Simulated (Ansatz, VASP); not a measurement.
## MgS (Niningerite) in VASP and in Ansatz

The input INCAR:

```
SYSTEM = MgS
ALGO = Normal ; EDIFF = 1E-6
EDIFFG = -0.01 ; ENCUT = 600
GGA = RE ; IBRION = 2
ISIF = 3 ; ISMEAR = -1
IVDW = 12 ; LASPH = .True.
LCHARG = .False. ; LREAL = .False.
LWAVE = .False. ; NELM = 80
NSW = 60 ; PREC = Accurate
SIGMA = 0.05
```

The input KPOINTS:

```
k-points
0
Gamma
  9 9 9
  0 0 0
```

File POSCAR:

```
MgS
1.0
    0.0000000000      2.6016500000      2.6016500000
    2.6016500000      0.0000000000      2.6016500000
    2.6016500000      2.6016500000      0.0000000000
S Mg
1 1
Direct
    0.5000000000      0.5000000000      0.5000000000
    0.0000000000      0.0000000000      0.0000000000
```

The input input.yaml:

```yaml
crystal:
  lattice:
    - [0.0, 2.60165, 2.60165]
    - [2.60165, 0.0, 2.60165]
    - [2.60165, 2.60165, 0.0]
  atoms:
    - { symbol: S, position: [0.5, 0.5, 0.5] }
    - { symbol: Mg, position: [0.0, 0.0, 0.0] }
hamiltonian:
  xc: revpbe
  pseudopotentials: { kind: paw }
  dispersion: d3bj
kpoints:
  mp_grid: { grid: [9, 9, 9] }
scf:
  occupations: { method: fermi_dirac, width: 0.05 }
output:
  forces: true
  stress: true
  eigenvalues: true
relax:
  f_tol: 0.01
  max_steps: 40
  cell: { stress_tol: 0.05 }
```

Alike in both runs: task relaxation of cell and atoms; functional revPBE; dispersion D3(BJ); k mesh 9 × 9 × 9; occupations fermi-dirac, width 0.05 eV; no spin polarisation.

```csv
,VASP,Ansatz
version,VASP 6.6.1,Ansatz 0.2.0
potentials or method,"VASP PAW PBE potentials, release 64 (S, Mg)",Ansatz PAW
plane-wave cutoff (eV),600,420
valence electrons in the cell,8,16
```

|  | VASP | Ansatz | Ansatz less VASP |
| --- | --- | --- | --- |
| gap on the k mesh at the Fermi level, each at its own relaxed structure (eV) | 3.13 | 3.15 | +0.015 |
| relaxed volume (Å³/atom) | 16.71 | 16.78 | +0.067 |
| relaxed cell length with the largest relative difference (Å) | 3.616 | 3.620 | +0.0048 |
| energy change over the relaxation (meV/atom) | -12 | -10 | +2.0 |

The two sets of potentials don't hold the same shells in valence.

Caveats: the PAW data sets were made with another functional, which shifts forces and pressure a little (VASP); an odd mesh through Γ misses points on the zone boundary, where band edges often lie (VASP); odd divisions of the mesh miss points on the zone boundary, where band edges often lie, so the gap on the mesh can be too wide (Ansatz); the plane-wave basis is chosen anew once the cell has moved, so the energies of steps on either side of that aren't comparable (Ansatz); the PAW data sets come from PBE, with cores solved anew for the run's functional, which leaves a small shift of forces and pressure (Ansatz). revPBE gaps usually lie below the measured ones, often by a third to a half.
